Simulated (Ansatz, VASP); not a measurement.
**MgS: VASP beside Ansatz**

```xyz
2
Lattice="0.0000 2.8719 2.8719 2.8719 0.0000 2.8719 2.8719 2.8719 0.0000" Properties=species:S:1:pos:R:3 pbc="T T T"
Mg    0.0000    0.0000    0.0000
S     1.4360    1.4360    1.4360
```

Change from the starting cell: volume scaled by 1.025, PAW files.

Alike in both runs: task electric field gradients; functional PBE; k mesh 13 × 13 × 13; occupations fermi-dirac, width 0.05 eV; no spin polarisation.

```csv
,VASP,Ansatz
version,VASP 6.6.1,Ansatz 0.2.0
potentials or method,"VASP PAW PBE potentials, release 64 (Mg, S)","PAW with Ansatz's default frozen-core files, scalar-relativistic"
plane-wave cutoff (eV),520,420
valence electrons in the cell,8,16
```

```csv
,VASP,Ansatz,Ansatz less VASP
gap on the k mesh at the Fermi level (eV),3.25,3.26,+0.009
pressure (GPa),-1.4,-1.3,+0.15
Vzz of the field gradient on the site that differs most (V/Å²),0.0,0.0,0.00
```

The two sets of potentials don't hold the same shells in valence.

Caveats: an odd mesh through Γ misses points on the zone boundary, where band edges often lie.
